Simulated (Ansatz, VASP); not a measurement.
## One calculation of InP, two programs

```
CELL_PARAMETERS angstrom
0.00000 2.93924 2.93924
2.93924 0.00000 2.93924
2.93924 2.93924 0.00000
ATOMIC_POSITIONS crystal
In 0.00000 0.00000 0.00000
P 0.75000 0.75000 0.75000
```

Alike in both runs: functional PBEsol; k mesh 10 × 10 × 10; occupations fermi-dirac, width 0.08 eV; no spin polarisation.

Ansatz relaxed the structure, and its values are those at the end. VASP's run is a single point on that final structure, the one shown.

|  | VASP | Ansatz |
| --- | --- | --- |
| version | VASP 6.6.1 | Ansatz 0.2.0 |
| potentials or method | VASP PAW PBE potentials, release 64 (In_d, P) | PAW with Ansatz's default frozen-core files, scalar-relativistic |
| plane-wave cutoff (eV) | 520 | 420 |
| valence electrons in the cell | 18 | 18 |

|  | VASP | Ansatz | Ansatz less VASP |
| --- | --- | --- | --- |
| pressure (GPa) | 0.0 | 0.0 | +0.02 |

The functional is the same, so the differences come from potentials, cutoffs and numerics.

Caveats: the PAW data sets were made with another functional, which shifts forces and pressure a little (VASP).
